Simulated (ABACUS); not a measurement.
# CuO (Tenorite) (Cc) in ABACUS: equation of state

How stiff is CuO (Tenorite) in PBEsol, and what volume does it want? The cell is scaled to several volumes.

Program: ABACUS 3.10.1. These are calculated values, not measurements. Logs are shortened: lines on timing, memory, paths and dates and some standing lists are left out, and cuts for length are marked.

## Step 1: The structure

Symmetry: Cc, No. 9, monoclinic system. Conventional cell: a = 4.689 Å, b = 3.427 Å, c = 5.132 Å, α = 90.00°, β = 99.65°, γ = 90.00°. Cu (site symmetry 1) has 4 O at 1.91 to 2.02 Å as nearest neighbours. O (site symmetry 1) is surrounded by 4 Cu at 1.91 to 2.02 Å.

## Step 2: Equation of state, PBEsol, 9.55 Å³/atom (volume scaled by 0.94)

Input file INPUT:

```
INPUT_PARAMETERS
suffix              CuO
calculation         scf
basis_type          pw
pseudo_dir          ./
symmetry            1
dft_functional      pbesol
ecutwfc             92
pseudo_rcut         7
nspin               1
nbands              30
ks_solver           dav
smearing_method     fd
smearing_sigma      0.00367493
scf_thr             1e-08
scf_nmax            100
mixing_type         broyden
mixing_beta         0.7
cal_force           1
cal_stress          1
kpar                4
```

Input file STRU:

```
ATOMIC_SPECIES
Cu 63.5460 Cu.upf
O 15.9990 O.upf

LATTICE_CONSTANT
1.8897261246

LATTICE_VECTORS
2.2967865698 -1.6784228387 0.0000000000
2.2967865698 1.6784228387 0.0000000000
-0.8429870921 0.0000000000 4.9561536082

ATOMIC_POSITIONS
Direct

Cu
0.0
2
0.4968000000 0.0032000000 0.5000000000 1 1 1
0.0032000000 0.4968000000 0.0000000000 1 1 1

O
0.0
2
0.4056000000 0.5714000000 0.7537000000 1 1 1
0.5714000000 0.4056000000 0.2537000000 1 1 1
```

Input file KPT:

```
K_POINTS
0
Gamma
10 10 5 0 0 0
```

Potentials or basis: PseudoDojo NC SR 0.4.1 PBEsol standard, plane waves.

Run with:

```bash
$ OMP_NUM_THREADS=1 mpirun -np 4 abacus > log
```

running log:

```text
ABACUS v3.10.1

               Atomic-orbital Based Ab-initio Computation at UStc

 ------------------------------------------------------------------------------------

 READING GENERAL INFORMATION
                           global_out_dir = OUT.CuO/
                           global_in_card = INPUT
                               pseudo_dir = ./
                              orbital_dir =
                                    DSIZE = 4
                                    GSIZE = 1

 READING UNITCELL INFORMATION
                                    ntype = 2
                  lattice constant (Bohr) = 1.88973
              lattice constant (Angstrom) = 1

 READING ATOM TYPE 1
                               atom label = Cu
                      L=0, number of zeta = 1
                      L=1, number of zeta = 1
                      L=2, number of zeta = 1
             number of atom for this type = 2

 READING ATOM TYPE 2
                               atom label = O
                      L=0, number of zeta = 1
                      L=1, number of zeta = 1
                      L=2, number of zeta = 1
             number of atom for this type = 2

                        TOTAL ATOM NUMBER = 4
DIRECT COORDINATES
    atom                   x                   y                   z     mag                  vx                  vy                  vz
taud_Cu1            0.4968000000        0.0032000000        0.5000000000  0.0000        0.0000000000        0.0000000000        0.0000000000
taud_Cu2            0.0032000000        0.4968000000        0.0000000000  0.0000        0.0000000000        0.0000000000        0.0000000000
taud_O1            0.4056000000        0.5714000000        0.7537000000  0.0000        0.0000000000        0.0000000000        0.0000000000
taud_O2            0.5714000000        0.4056000000        0.2537000000  0.0000        0.0000000000        0.0000000000        0.0000000000

                          Volume (Bohr^3) = 257.866
                             Volume (A^3) = 38.2117

 Lattice vectors: (Cartesian coordinate: in unit of a_0)
             +2.29679            -1.67842                  +0
             +2.29679            +1.67842                  +0
            -0.842987                  +0            +4.95615
 Reciprocal vectors: (Cartesian coordinate: in unit of 2 pi/a_0)
            +0.217695           -0.297899          +0.0370276
            +0.217695           +0.297899          +0.0370276
                   -0                  -0           +0.201769
 The esolver type has been set to : ksdft_pw

                PAO radial cut off (Bohr) = 7

 Read in pseudopotential file is Cu.upf
                     pseudopotential type = NC
          exchange-correlation functional = PBESOL
                 nonlocal core correction = 1
                        valence electrons = 19
                                     lmax = 2
                           number of zeta = 4
                     number of projectors = 6
                           L of projector = 0
[... 5 lines left out ...]
                PAO radial cut off (Bohr) = 7

 Read in pseudopotential file is O.upf
                     pseudopotential type = NC
          exchange-correlation functional = PBESOL
                 nonlocal core correction = 1
                        valence electrons = 6
                                     lmax = 2
                           number of zeta = 2
                     number of projectors = 5
                           L of projector = 0
                           L of projector = 0
                           L of projector = 1
                           L of projector = 1
                           L of projector = 2
     initial pseudo atomic orbital number = 28

 SETUP THE ELECTRONS NUMBER
            electron number of element Cu = 19
      total electron number of element Cu = 38
             electron number of element O = 6
       total electron number of element O = 12
            AUTOSET number of electrons:  = 50
                           occupied bands = 25
                                   NBANDS = 30
                                   NLOCAL = 36

%%%%%%%%%%%%%%%%%%%%%%%%%%%%%%%%%%%%%%%%%%%%%%%%%%%%%%%%%%%%%%%%%%%%%%%%%%%%%%%%%%%%%%%%%%%%%%%%%%%%%%%%%%
 Warning: the number of valence electrons in pseudopotential > 11 for Cu: [Ar] 3d10 4s1
 Pseudopotentials with additional electrons can yield (more) accurate outcomes, but may be less efficient.
 If you're confident that your chosen pseudopotential is appropriate, you can safely ignore this warning.
%%%%%%%%%%%%%%%%%%%%%%%%%%%%%%%%%%%%%%%%%%%%%%%%%%%%%%%%%%%%%%%%%%%%%%%%%%%%%%%%%%%%%%%%%%%%%%%%%%%%%%%%%%

 SETUP THE PLANE WAVE BASIS
 energy cutoff for charge/potential (unit:Ry) = 368
            fft grid for charge/potential = [ 36, 36, 60 ]
                        fft grid division = [ 1, 1, 1 ]
        big fft grid for charge/potential = [ 36, 36, 60 ]
                                     nbxx = 77760
                                     nrxx = 77760

 SETUP PLANE WAVES FOR CHARGE/POTENTIAL
                    number of plane waves = 30751
                         number of sticks = 809

 PARALLEL PW FOR CHARGE/POTENTIAL
     PROC   COLUMNS(POT)             PW
        1            809          30751
 --------------- sum -------------------
        1            809          30751
                            number of |g| = 7990
                                  max |g| = 33.2878
                                  min |g| = 0

----------- Double Check Mixing Parameters Begin ------------
mixing_type: broyden
mixing_beta: 0.7
mixing_gg0: 1
mixing_gg0_min: 0.1
mixing_ndim: 8
----------- Double Check Mixing Parameters End ------------

 LATTICE VECTORS: (CARTESIAN COORDINATE: IN UNIT OF A0)
             +2.29679            -1.67842                  +0
             +2.29679            +1.67842                  +0
            -0.842987                  +0            +4.95615
                       right hand lattice = 1
                                   NORM_A = 2.8447
                                   NORM_B = 2.8447
                                   NORM_C = 5.02733
                           ALPHA (DEGREE) = 97.7808
                           BETA  (DEGREE) = 97.7808
                           GAMMA (DEGREE) = 72.3164

 The lattice vectors have been changed (STRU_SIMPLE.cif)

(for optimal symmetric configuration:)
                             BRAVAIS TYPE = 13
                     BRAVAIS LATTICE NAME = 13. Monoclinic A (base-center)
                                    ibrav = 13
                                    IBRAV = 13
                                  BRAVAIS = BASE CENTERED MONOLINIC CELL
                       LATTICE CONSTANT A = 4.59357
                                B/A RATIO = 0.73077
                                C/A RATIO = 2.11275
                                COS(BETA) = -0.859773
Original cell was already a primitive cell.
                        ROTATION MATRICES = 4
              PURE POINT GROUP OPERATIONS = 1
                   SPACE GROUP OPERATIONS = 2
                              POINT GROUP = C_1
                                       C2 = 0
                                       C3 = 0
                                       C4 = 0
                                       C6 = 0
                                       S1 = 1
                                       S3 = 0
                                       S4 = 0
                                       S6 = 0
               POINT GROUP IN SPACE GROUP = C_1h

 SETUP K-POINTS
                                    nspin = 1
                   Input type of k points = Monkhorst-Pack(Gamma)
                                   nkstot = 500
                       right hand lattice = 1
(for reciprocal lattice: )
                             BRAVAIS TYPE = 13
                     BRAVAIS LATTICE NAME = 13. Monoclinic A (base-center)
                                    ibrav = 13
                       right hand lattice = 1
(for k-lattice: )
                             BRAVAIS TYPE = 13
                     BRAVAIS LATTICE NAME = 13. Monoclinic A (base-center)
                                    ibrav = 13
                       right hand lattice = 1
                        ROTATION MATRICES = 4
                               nkstot_ibz = 141
K-POINTS REDUCTION ACCORDING TO SYMMETRY
     IBZ    DIRECT_X    DIRECT_Y    DIRECT_Z  WEIGHT  ibz2bz
       1  0.00000000  0.00000000  0.00000000  0.0020       0
       2  0.10000000  0.00000000  0.00000000  0.0080       1
       3  0.20000000  0.00000000  0.00000000  0.0080       2
       4  0.30000000  0.00000000  0.00000000  0.0080       3
       5  0.40000000  0.00000000  0.00000000  0.0080       4
       6  0.50000000  0.00000000  0.00000000  0.0040       5
[... 22 lines left out ...]
      29  0.50000000  0.40000000  0.00000000  0.0080      45
      30 -0.40000000  0.40000000  0.00000000  0.0040      46
[... 111 further k points ...]

                               nkstot now = 141
[... K-POINTS DIRECT COORDINATES: 141 rows ...]

           k-point number in this process = 36
       minimum distributed K point number = 35
[... stars of the k points ...]

[... K-POINTS CARTESIAN COORDINATES: 36 rows ...]

[... K-POINTS DIRECT COORDINATES: 36 rows ...]

 SETUP PLANE WAVES FOR WAVE FUNCTIONS
     energy cutoff for wavefunc (unit:Ry) = 92
              fft grid for wave functions = [ 36, 36, 60 ]
                    number of plane waves = 4847
                         number of sticks = 237

 PARALLEL PW FOR WAVE FUNCTIONS
     PROC   COLUMNS(POT)             PW
        1            237           4847
 --------------- sum -------------------
        1            237           4847

 SETUP NONLOCAL PSEUDOPOTENTIALS IN PLANE WAVE BASIS
 Cu non-local projectors:
 projector 1 L=0
 projector 2 L=0
 projector 3 L=1
 projector 4 L=1
 projector 5 L=2
 projector 6 L=2
 O non-local projectors:
 projector 1 L=0
 projector 2 L=0
 projector 3 L=1
 projector 4 L=1
 projector 5 L=2
      TOTAL NUMBER OF NONLOCAL PROJECTORS = 62

 Init Non-Local PseudoPotential table :
 Init Non-Local-Pseudopotential done.

                                     npwx = 3866

 Make real space PAO into reciprocal space.
       max mesh points in Pseudopotential = 701
     dq(describe PAO in reciprocal space) = 0.01
                                    max q = 1155

 number of pseudo atomic orbitals for Cu is 4
WARNING: norm of atomic wavefunction # 3 of atomic type Cu is 0.999944, renormalized
WARNING: norm of atomic wavefunction # 4 of atomic type Cu is 0.996041, renormalized

 number of pseudo atomic orbitals for O is 2
WARNING: norm of atomic wavefunction # 2 of atomic type O is 0.999978, renormalized

 -------------------------------------------
 SELF-CONSISTENT
 -------------------------------------------
                                 init_chg = atomic

 PW ALGORITHM --------------- ION=   1  ELEC=   1--------------------------------

 Density error is 1.95312828443
                          Error Threshold = 0.01
----------------------------------------------------------
     Energy           Rydberg                 eV
----------------------------------------------------------
 E_KohnSham     -822.5220968007      -11190.9872473967
 E_Harris       -848.2474567374      -11540.9987256371
 E_Fermi        1.1341962969         15.4315322887
----------------------------------------------------------
[... 87 lines left out ...]
 Density error is 1.30338179572e-09
                          Error Threshold = 6.21295460992e-11
----------------------------------------------------------
     Energy           Rydberg                 eV
----------------------------------------------------------
 E_KohnSham     -823.6068469965      -11205.7460309660
 E_KS(sigma->0) -823.6061666163      -11205.7367739185
 E_Harris       -823.6060541262      -11205.7352434128
 E_band         -58.1807234815       -791.5893531105
 E_one_elec     -471.8182778974      -6419.4169999521
 E_Hartree      264.0509879968       3592.5979992859
 E_xc           -108.8706282001      -1481.2608883612
 E_Ewald        -506.9675681353      -6897.6476278435
 E_entropy(-TS) -0.0013607604        -0.0185140951
 E_descf        0.0000000000         0.0000000000
 E_exx          0.0000000000         0.0000000000
 E_Fermi        1.0060276882         13.6877089055
----------------------------------------------------------

 charge density convergence is achieved
 final etot is -11205.746031 eV
 EFERMI = 13.687708906 eV

 STATE ENERGY(eV) AND OCCUPATIONS    NSPIN == 1
 1/36 kpoint (Cartesian) = 0.0000 0.0000 0.0000 (3863 pws)
       1       -98.7365     0.00400000
       2       -98.7355     0.00400000
       3       -56.4731     0.00400000
       4       -56.4731     0.00400000
       5       -56.4372     0.00400000
       6       -56.4250     0.00400000
[... 182 lines left out ...]
      29        20.7970    1.42081e-64
      30        24.9535        0.00000

[... levels at 30 further k points ...]

------------------------------------------------------------------------------------------
 TOTAL-FORCE (eV/Angstrom)
------------------------------------------------------------------------------------------
                       Cu1        -0.7512079356        -0.4338566474         0.2968879518
                       Cu2        -0.7512079356         0.4338566474         0.2968879518
                        O1         0.7512079356        -0.2202587906        -0.2968879518
                        O2         0.7512079356         0.2202587906        -0.2968879518
------------------------------------------------------------------------------------------

----------------------------------------------------------------
 TOTAL-STRESS (KBAR)
----------------------------------------------------------------
        93.2755422218        -0.0000000000       -28.5079264764
         0.0000000000        90.6098705070        -0.0000000000
       -28.5079264764        -0.0000000000        97.9364752039
----------------------------------------------------------------
 TOTAL-PRESSURE: 93.940629 KBAR

 --------------------------------------------
 !FINAL_ETOT_IS -11205.7460309660200437 eV
 --------------------------------------------
```

Run time: 3.5 min. Hardware: 4 MPI ranks of AMD EPYC, shared host; peak memory 0.68 GiB.

Results:

```
Free energy            : -11205.7460 eV
Pressure               : 9.4 GPa
Largest force          : 0.917 eV/Å
Band gap on the k mesh : none (metal or under the smearing width)
```

Caveat: the run has no spin polarisation, though such a crystal can be magnetic; semilocal functionals often make such compounds metallic where correlation or magnetic order opens a gap, which also shifts bond lengths.

[end of part 1 of 2]
